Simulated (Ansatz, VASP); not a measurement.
# LiCl: VASP beside Ansatz, part 2 of 2

Wanted: the spread between two codes on one cell, functional and k mesh. The cell is taken from a series of VASP runs on this material, whose earlier steps may have relaxed, scaled or displaced it; both programs get it as it stands.

VASP 6.6.1 and Ansatz 0.2.0.

So far. Step 3 (Ansatz: single point, PBE): The run ends at a pressure of 0.12 GPa. Step 6 (VASP: band structure, PBE): The run ends at a pressure of 0.01 GPa.

## 7. Ansatz: band structure, PBE

Level of this step: Ansatz beside VASP: Kohn-Sham DFT, plane waves, PBE (Ansatz).

The same cell, functional, mesh and smearing now go to Ansatz, which takes its cutoff from its data sets.

The cell is taken from a series of VASP runs on this material, whose earlier steps may have relaxed, scaled or displaced it; both programs get it as it stands.

The input, input.yaml:

```yaml
crystal:
  lattice:
    - [0.0, 2.5720326364, 2.5720326364]
    - [2.5720326364, 0.0, 2.5720326364]
    - [2.5720326364, 2.5720326364, 0.0]
  atoms:
    - { symbol: Li, position: [0.0, 0.0, 0.0] }
    - { symbol: Cl, position: [0.5, 0.5, 0.5] }
hamiltonian:
  xc: pbe
  pseudopotentials: { kind: paw }
kpoints:
  mp_grid: { grid: [8, 8, 8] }
  band_path:
    path:
      - [0.0, 0.0, 0.0]
      - [0.16667, 0.0, 0.16667]
      - [0.33333, 0.0, 0.33333]
      - [0.5, 0.0, 0.5]
      - [0.5, 0.08333, 0.58333]
      - [0.5, 0.18333, 0.68333]
      - [0.5, 0.25, 0.75]
      - [0.45, 0.3, 0.75]
      - [0.40833, 0.34167, 0.75]
      - [0.35, 0.35, 0.7]
      - [0.225, 0.225, 0.45]
      - [0.075, 0.075, 0.15]
      - [0.03333, 0.03333, 0.03333]
      - [0.23333, 0.23333, 0.23333]
      - [0.4, 0.4, 0.4]
      - [0.51667, 0.46667, 0.51667]
      - [0.55833, 0.38333, 0.55833]
      - [0.60833, 0.28333, 0.60833]
      - [0.60833, 0.25, 0.64167]
      - [0.55833, 0.25, 0.69167]
      - [0.51667, 0.25, 0.73333]
      - [0.5, 0.3, 0.7]
      - [0.5, 0.38333, 0.61667]
      - [0.5, 0.48333, 0.51667]
      - [0.475, 0.475, 0.55]
      - [0.425, 0.425, 0.65]
      - [0.38333, 0.38333, 0.73333]
      - [0.59167, 0.18333, 0.59167]
      - [0.55, 0.1, 0.55]
      - [0.5, 0.0, 0.5]
    npoints: 1
scf:
  occupations: { method: gaussian, width: 0.05 }
  n_extra_bands: 7
output:
  forces: true
  stress: true
  eigenvalues: true
  write_density: true
  write_potential: true
  elf: true
  volumetric_format: npy
```

Run with:

```sh
ansatz run input.yaml --threads 2 --pin off --max-ram 4608MiB --backend cpu --events-out ev --progress --plain --runs-dir out
```

Numbers of over 12 decimals in the logs are rounded to 6 here.

The log of the run:

```text
[...]
Crystal: 2 atoms, lattice volume = 34.030 Å³
Basis set: ecut = 420 eV, 645 PW (Γ), exchange–correlation on 50×50×50 points (8 copies of the dense FFT grid, shifted against one another)
Bands: 12, of which v1, the nominal top of the filled ones, is band 5 counted from 1 (4 counted from 0)
Symmetry: 48 space group operations
[...]
k-points: 29 of 512
[...]
k-point 0: bands = [... 1 lower, -11.7359, 1.6319, 1.6319, 1.6319, 7.9118, 13.4171, 13.4171, 13.4171, ... 3 higher]
  k-point 1: bands = [... 1 lower, -11.6617, 1.1116, 1.5915, 1.5915, 8.3735, 12.6792, 13.3364, 13.3364, ... 3 higher]
  k-point 2: bands = [... 1 lower, -11.4730, 0.0701, 1.4991, 1.4991, 8.8130, 12.2321, 12.2321, 12.5220, ... 3 higher]
  k-point 28: bands = [... 1 lower, -10.9477, -0.4562, -0.4562, 0.5857, 11.0826, 11.7115, 11.9913, 11.9913, ... 3 higher]
[key lines of the parts left out:]
SCF converged after 6 iterations
Free energy (F): -1287.833850 eV
Fermi energy:    4.772049 eV
P = ⅓ Tr σ = 0.1184 GPa (1.184 kbar)
```

Wall time 1.4 s (2 threads of Arm Neoverse N1, shared host); peak memory 0.27 GiB; 2.1 s of CPU time.

## 8. Side by side

Both answers:

```csv
quantity,Ansatz,VASP,difference
pressure (GPa),0.12,0.01,+0.11
gap over the path points (eV),6.277,6.288,-0.011
```

Levels at points of the path, from each program's valence-band top (eV; 3 filled, then empty):

```csv
k (reciprocal lattice),Ansatz,VASP
0.000 0.000 0.000,0.00 0.00 0.00 6.28 11.78 11.78,0.00 0.00 0.00 6.29 11.93 11.93
0.167 0.000 0.167,-0.78 -0.30 -0.30 7.47 10.37 10.62,-0.78 -0.30 -0.30 7.47 10.46 10.70
0.333 0.000 0.333,-2.18 -0.84 -0.84 8.31 8.81 10.50,-2.18 -0.84 -0.84 8.36 8.87 10.51
0.500 0.000 0.500,-2.86 -1.09 -1.09 7.81 8.25 12.37,-2.86 -1.09 -1.09 7.86 8.30 12.36
0.500 0.083 0.583,-2.76 -1.24 -1.08 8.02 8.55 12.08,-2.76 -1.24 -1.08 8.07 8.61 12.10
0.500 0.183 0.683,-2.42 -1.72 -1.06 8.82 9.53 10.94,-2.42 -1.72 -1.05 8.88 9.59 11.00
0.500 0.250 0.750,-2.09 -2.09 -1.05 9.45 10.08 10.36,-2.09 -2.09 -1.05 9.52 10.12 10.41
0.450 0.300 0.750,-2.31 -1.86 -0.98 8.78 9.93 10.74,-2.32 -1.86 -0.98 8.83 9.99 10.80
0.408 0.342 0.750,-2.42 -1.78 -0.86 8.19 9.87 11.27,-2.42 -1.77 -0.86 8.24 9.93 11.31
0.350 0.350 0.700,-2.28 -1.92 -0.71 8.06 10.28 11.06,-2.28 -1.92 -0.71 8.11 10.34 11.10
```

Among the levels compared at these points, filled levels agree within 2 meV and empty ones within 146 meV.

## 9. What the set-up changes

Further runs change the set-up of one program: Ansatz's method, potentials or start, or VASP's data sets, cutoff or form of LDA. The table gives Ansatz less VASP for each quantity, since a change that brings one quantity closer may part another.

```
                              run  pressure (GPa)  gap over the path points (eV)
                         as above            0.11                         -0.011
Ansatz's all-electron LAPW method            0.11                         -0.014
```

## 10. VASP: dielectric response, PBE

The response to a field tests empty states and converges slowly with the mesh.

The input, INCAR:

```
SYSTEM = LiCl
PREC = Accurate
ENCUT = 650
EDIFF = 1E-08
NELM = 100
ISMEAR = 0
SIGMA = 0.01
LREAL = .FALSE.
ALGO = Normal
GGA = PE
NBANDS = 11
LORBIT = 11
LWAVE = .FALSE.
LCHARG = .FALSE.
KPAR = 2
LEPSILON = .TRUE.
```

The input, POSCAR:

```
LiCl
1.0
    0.0000000000      2.5720326364      2.5720326364
    2.5720326364      0.0000000000      2.5720326364
    2.5720326364      2.5720326364      0.0000000000
Li Cl
1 1
Direct
    0.0000000000      0.0000000000      0.0000000000
    0.5000000000      0.5000000000      0.5000000000
```

The input, KPOINTS:

```
Automatic mesh
0
Gamma
11 11 11
0 0 0
```

Potentials, in the order of the species: Li_sv and Cl (PBE family, release 64).

Run with:

```sh
mpirun -np 2 vasp_std
```

The log of the run:

```text
[... set-up lines as in an earlier step ...]
 entering main loop
       N       E                     dE             d eps       ncg     rms          rms(c)
DAV:   1     0.457663040366E+02    0.45766E+02   -0.45925E+03  1232   0.961E+02
DAV:   2    -0.466000755482E+01   -0.50426E+02   -0.47838E+02  1594   0.160E+02
DAV:   3    -0.737760774484E+01   -0.27176E+01   -0.27100E+01  1577   0.392E+01
DAV:   4    -0.744965237932E+01   -0.72045E-01   -0.72014E-01  1813   0.636E+00
[...]
DAV:  13    -0.738521712745E+01    0.13032E-06   -0.14142E-07  1649   0.253E-03    0.279E-04
DAV:  14    -0.738521715016E+01   -0.22705E-07   -0.18943E-09   910   0.407E-04    0.485E-04
DAV:  15    -0.738521714016E+01    0.99950E-08   -0.18473E-09   832   0.305E-04
   1 F= -.73852171E+01 E0= -.73852171E+01  d E =-.327770-122
 Linear response reoptimize wavefunctions to high precision
DAV:   1    -0.738521713890E+01    0.12619E-08   -0.36940E-10   996   0.159E-04
DAV:   2    -0.738521713890E+01   -0.11369E-12   -0.84489E-11   799   0.672E-05
 Linear response G [H, r] |phi>, progress :
  Direction:   1
[...]
RMM:   9    -0.207878407329E+00    0.68206E-05    0.47765E-04  6808   0.164E-02    0.262E-03
RMM:  10    -0.207865192074E+00    0.13215E-04    0.43624E-04  6935   0.815E-03    0.247E-03
 change of polarisation eV/A/(eV/A) component  2 :     0.056     0.368    -0.007
 dielectric tensor                  component  2 :     0.299     2.956    -0.038
 Linear response to external field, progress :
  Direction:   3
       N       E                     dE             d eps       ncg     rms          rms(c)
RMM:   1    -0.199822424876E+00   -0.19982E+00   -0.59481E-01  6498   0.286E+00
RMM:   2    -0.209110819552E+00   -0.92884E-02   -0.21828E-02  6024   0.750E-01    0.108E+00
RMM:   3    -0.189314277028E+00    0.19797E-01   -0.31772E-02  5718   0.878E-01    0.551E-01
RMM:   4    -0.197280695069E+00   -0.79664E-02   -0.16073E-02  5989   0.633E-01    0.196E-01
[...]
RMM:  14    -0.207882417785E+00   -0.12270E-06    0.11632E-05  6692   0.354E-04    0.414E-04
RMM:  15    -0.207882366709E+00    0.51075E-07    0.17371E-06  6169   0.208E-04    0.304E-05
RMM:  16    -0.207882326303E+00    0.40406E-07    0.25070E-07  5161   0.866E-05    0.670E-06
 change of polarisation eV/A/(eV/A) component  3 :     0.005     0.044     0.368
 dielectric tensor                  component  3 :     0.029     0.232     2.956
 Born effective charges drift removed
```

From OUTCAR (step 10):

```text
  Total        0.0009446      0.0009446      0.0009446      0.0000000      0.0000000      0.0000000
  in kB        0.0444725      0.0444725      0.0444725      0.0000000      0.0000000      0.0000000
  external PRESSURE =       0.0444725 kB  Pullay stress =       0.0000000 kB

 POSITION                                       TOTAL-FORCE (eV/Angst)
 -----------------------------------------------------------------------------------
      0.00000      0.00000      0.00000         0.000000      0.000000      0.000000
      2.57203      2.57203      2.57203        -0.000000     -0.000000     -0.000000
 -----------------------------------------------------------------------------------
    total drift:                               -0.000000     -0.000000      0.000000

 MACROSCOPIC STATIC DIELECTRIC TENSOR (including local field effects in DFT)
 ------------------------------------------------------
           2.956342    -0.000000    -0.000000
          -0.000000     2.956342     0.000000
           0.000000    -0.000000     2.956342
 ------------------------------------------------------

[... 1 part as in an earlier step ...]

[... 1 further part left out ...]
```

Energies printed during the response cycles are not total energies of the cell.

## 11. Ansatz: dielectric response, PBE

The same cell, functional and mesh now go to Ansatz, which takes its cutoff from its data sets.

The cell is taken from a series of VASP runs on this material, whose earlier steps may have relaxed, scaled or displaced it; both programs get it as it stands.

input.yaml, the sections that differ from step 7:

```yaml
kpoints:
  mp_grid: { grid: [11, 11, 11] }
scf:
  occupations: { method: fixed }
dielectric:
  method: response
# crystal, hamiltonian: as in step 7
# output: removed
```

Run with:

```sh
ansatz run input.yaml --threads 2 --pin off --max-ram 4608MiB --backend cpu --events-out ev --progress --plain --runs-dir out
```

The log of the run:

```text
[...]
Crystal: 2 atoms, lattice volume = 34.030 Å³
Basis set: ecut = 420 eV, 645 PW (Γ), exchange–correlation on 50×50×50 points (8 copies of the dense FFT grid, shifted against one another)
Bands: 9, of which v1, the nominal top of the filled ones, is band 5 counted from 1 (4 counted from 0)
Symmetry: 48 space group operations
k-points: 126 of 1331 (irreducible under 8 space group operations, time reversal used)
[...]
Born effective charges Z* (e; rows j = field, columns β = displacement):
    site 0:
         1.18685    0.00000   -0.00000
        -0.00000    1.18685    0.00000
         0.00000    0.00000    1.18685
    site 1:
        -1.18685   -0.00000    0.00000
         0.00000   -1.18685   -0.00000
         0.00000   -0.00000   -1.18685
  Z* charge neutrality: 1.138e-5 e pre-enforcement
  k-mesh period / interband length: 40.0 Å / 1.27 Å = 31.50 at k = (0.0000, 0.0000, 0.4545), direct gap 7.009 eV — 14 or more, which is no proof of convergence
[key lines of the parts left out:]
SCF converged after 7 iterations
Free energy (F): -1287.833854 eV
Fermi energy:    1.633934 eV
```

The job ended after 8.6 s (2 threads; peak memory 0.35 GiB; 17 s of CPU time).

## 12. Side by side

The two programs side by side:

```
                                     quantity  Ansatz   VASP  difference
                                        ε∞ xx    2.95   2.96     -0.24 %
                                        ε∞ yy    2.95   2.96     -0.24 %
                                        ε∞ zz    2.95   2.96     -0.24 %
Born charge of Li1 (mean of the diagonal) (e)    1.19   1.19        0.00
Born charge of Cl2 (mean of the diagonal) (e)   -1.19  -1.19        0.00
```

## 13. What came out

| Item | Value |
| --- | --- |
| difference in gap on the k mesh (single point, PBE) | -0.011 eV |
| difference in gap over the path points (band structure, PBE) | -0.011 eV |
| difference in ε∞ xx (dielectric response, PBE) | -0.24 % |

In words: The difference in gap on the k mesh is -0.011 eV (single point, PBE), within the 0.08 eV picked in this series as the mark of a large difference. Single point, PBE, Ansatz's all-electron LAPW method: the difference in gap on the k mesh goes from -0.011 to -0.014 eV. Band structure, PBE, Ansatz's all-electron LAPW method: the difference in gap over the path points goes from -0.011 to -0.014 eV. 1 further run of this series is not shown here. How closely two codes agree says nothing of how well the functional describes the real material.

[Lines on the potential files, build, host, timing and source positions are cut from VASP's logs without a mark.]

[Logs are printed without paths, hosts, clocks, repeated set-up lines and the standing remarks that a program may print on its own settings, such as how far it seeks lower states.]

[Hosts, paths, dates, database ids (printed as entryN), source tags and the programs' standing remarks are cut or masked in the printed files.]
